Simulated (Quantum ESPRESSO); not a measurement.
A run of Quantum ESPRESSO 7.5 is set up as follows.

pw.in

```
&CONTROL
  calculation = 'scf'
  prefix = 'pwscf'
  outdir = './tmp'
  pseudo_dir = './pseudo'
  tprnfor = .true.
  tstress = .true.
  disk_io = 'nowf'
/
&SYSTEM
  ibrav = 0
  nat = 3
  ntyp = 2
  ecutwfc = 60
  ecutrho = 440
  nbnd = 20
  occupations = 'smearing'
  smearing = 'fd'
  degauss = 0.00367493
/
&ELECTRONS
  conv_thr = 6d-10
  electron_maxstep = 120
  mixing_beta = 0.5
/
ATOMIC_SPECIES
Mo    95.9500 Mo_ONCV_PBE-1.0.oncvpsp.upf
S     32.0600 s_pbe_v1.4.uspp.F.UPF
CELL_PARAMETERS angstrom
   3.3832041200   -0.0077516500    0.0900211400
  -1.6983151900    2.7568935100    0.1509464700
   0.1760688700    0.4425560800    6.3891903700
ATOMIC_POSITIONS crystal
Mo     0.7838695600    0.7964357400    0.5381343900
S      0.4242421900    0.7632790200    0.2521705700
S      0.7918882500    0.4402852400    0.7096950500
K_POINTS automatic
9 10 4 0 0 0
```

Potentials or basis: SSSP 1.3 efficiency PBE.

The run is started by

```bash
$ OMP_NUM_THREADS=1 pw.x -in pw.in > pw.out
```

What does it give for the band gap on the k mesh?

None (metal or under the smearing width).

What does it give for the pressure?

80.3 GPa.

What does it give for the largest force?

54.494 eV/Å.

Forces in eV/Å, atoms in the order of the input:
```
Mo  -20.925  33.912 -35.093
S    -2.419  -1.185  -1.698
S    23.344 -32.727  36.791
```

Caveat: the cell as given lies far from equilibrium; so large a pressure means that the cell lies far from this level's equilibrium, or that cutoff or potentials fall short; forces of over 1 eV/Å show positions far from the minimum, so gaps and moduli don't describe the material at rest.
